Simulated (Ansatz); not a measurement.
## Ni2Si: enthalpy against pressure

Ni2Si, P6_3/mmc, a = 3.870 Å, c = 4.927 Å. The structure is a COD entry; whether it is the stable form wasn't checked. Ansatz: r2SCAN, PAW, 500 eV, Γ-centred 12×12×8 mesh on 6 atoms, Gaussian smearing 0.10 eV; no spin polarisation. Cell and atoms are relaxed at each pressure, and no other structure is tried, so the rows at high pressure may lie past a change of phase. y is the enthalpy over the state at zero pressure; there V0 = 10.648 Å³/atom. The pressures are the targets, met within 0.03 GPa.

| P (GPa) | y (eV/atom) |
| --- | --- |
| -3.0 | -0.2007 |
| 0.0 | 0.0000 |
| 3.0 | 0.1981 |
| 8.0 | 0.5228 |
| 15.0 | 0.9672 |
| 30.0 | ? |
| 60.0 | 3.6157 |

Question: Fit y = c1 P + c2 P² + c3 P³ to the other rows, say what c1 and c2 mean, and predict the missing value.

Answer: Least squares on the rows shown. y = 0.066447 P − 0.00014070 P² + 6.2681×10⁻⁷ P³. Since dH/dP = V, c1 is V0: 0.066447 eV/GPa × 160.2 = 10.645 Å³ against 10.648; c2 = −V0/(2B0) gives B0 = 236 GPa, where a Birch–Murnaghan fit to the volumes of the same runs (not shown) gives 225 GPa: a cubic over this range folds the higher terms into c2. At P = 30.0 the fit asked for gives 1.8837 eV/atom. The run gave 1.8857 eV/atom, so the fit is 0.0020 eV/atom too low, 0.052 % of the span of the series, against an rms of 0.00006 eV/atom on the fitted rows. With a term in P⁴ added, a fit to the same known rows predicts 1.8858 eV/atom, so most of the miss is curvature that the known rows already hold.